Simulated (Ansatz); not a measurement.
Theory: DFT PBE, scalar-relativistic, plane waves, PAW in Ansatz 0.2.0. All cells share a 420 eV cutoff and Γ-centred k meshes spaced at most about 0.3 Å⁻¹ (about 0.25 or finer for metals, 2π included). No spin polarisation in the final relaxations.

The zero of energy is the elements' standard structures at the same level (H₂ as a molecule); no fitted shifts are applied.

A relaxed structure of BaH has 22.74 Å³/atom, +0.07 eV/atom against the elements, no gap on its mesh:

```cif
data_structure
_symmetry_space_group_name_H-M 'P 1'
_symmetry_Int_Tables_number 1
_cell_length_a 3.5693
_cell_length_b 3.5693
_cell_length_c 3.5693
_cell_angle_alpha 90.000
_cell_angle_beta 90.000
_cell_angle_gamma 90.000
_cell_volume 45.47
loop_
_atom_site_label
_atom_site_type_symbol
_atom_site_fract_x
_atom_site_fract_y
_atom_site_fract_z
_atom_site_occupancy
Ba1 Ba 0.00000 0.00000 0.00000 1
H1 H 0.50000 0.50000 0.50000 1
```

Question: Predict cell, energy and gap of LiH with the same space group and Wyckoff sites.

Answer: LiH has a = 2.506 Å: 7.87 Å³/atom, −0.182 eV/atom against the elements, a gap of 0.71 eV on its mesh. The volume per atom changes by -65.4 % and the formation energy by -0.26 eV/atom (from unrounded values). The gap opens. Covalent radii: Ba 2.15 Å, Li 1.28 Å; electronegativities 0.89 and 0.98. The cell follows the size of the atom. Around Li lie 8 H at 2.17 Å and 6 Li at 2.51 Å; around H lie 8 Li at 2.17 Å and 6 H at 2.51 Å.

```cif
data_structure
_symmetry_space_group_name_H-M 'Pm-3m'
_symmetry_Int_Tables_number 221
_cell_length_a 2.5063
_cell_length_b 2.5063
_cell_length_c 2.5063
_cell_angle_alpha 90.000
_cell_angle_beta 90.000
_cell_angle_gamma 90.000
_cell_volume 15.74
loop_
_atom_site_label
_atom_site_type_symbol
_atom_site_symmetry_multiplicity
_atom_site_Wyckoff_symbol
_atom_site_fract_x
_atom_site_fract_y
_atom_site_fract_z
_atom_site_occupancy
Li1 Li 1 b 0.50000 0.50000 0.50000 1
H1 H 1 a 0.00000 0.00000 0.00000 1
```

The two cells were relaxed from separate starts that ended on the same group and sites; neither need be the stable form of its compound. Kohn–Sham gaps at this level usually fall short of measured ones. A magnetic state wasn't ruled out in cells without spin, among them BaH Pm-3m. With hydrogen, zero-point motion can shift formation energies by some tens of meV/atom. Cells relaxed within their symmetry can be saddle points.
